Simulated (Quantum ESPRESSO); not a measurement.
Crystal: Sb.

```
CELL_PARAMETERS angstrom
0.00000 2.37124 2.37124
2.37124 0.00000 2.37124
2.37124 2.37124 0.00000
ATOMIC_POSITIONS crystal
Sb 0.00000 0.00000 0.00000
```

This isn't the form of Sb at room conditions, which is rhombohedral.

- Program: Quantum ESPRESSO 7.5
- Task: relaxation of cell and atoms
- Functional: PBEsol
- Dispersion: D3(BJ)
- Potentials or basis: GBRV 1.5 PBEsol
- Cutoff: 612 eV
- Density cutoff: 4898 eV
- k mesh: 10 × 10 × 10
- Occupations: fermi-dirac, width 0.05 eV
- Spin: no spin polarisation

At the start: pressure -4.2 GPa; volume 26.67 Å³/atom.

Task: Where does the relaxation end?

Result: Over 4 steps the energy falls by 21.4 meV/atom and the volume is 24.93 Å³/atom (-6.5 %); space group Fm-3m (No. 225, to 0.05 Å).

The path:
```tsv
step	energy change (eV)	largest force (eV/Å)	pressure (GPa)	volume (Å³)
1	0.0000	0.0000	-4.22	26.67
2	-0.0153	0.0000	-2.51	25.87
3	-0.0211	0.0000	0.27	24.83
4	-0.0214	0.0000	-0.02	24.93
```

Final structure:
```xyz
1
Lattice="0.0000 2.3186 2.3186 2.3186 0.0000 2.3186 2.3186 2.3186 0.0000" Properties=species:S:1:pos:R:3 pbc="T T T"
Sb    0.0000    0.0000    0.0000
```

Caveat: pairwise dispersion overbinds metals, which lowers pressure and volume.
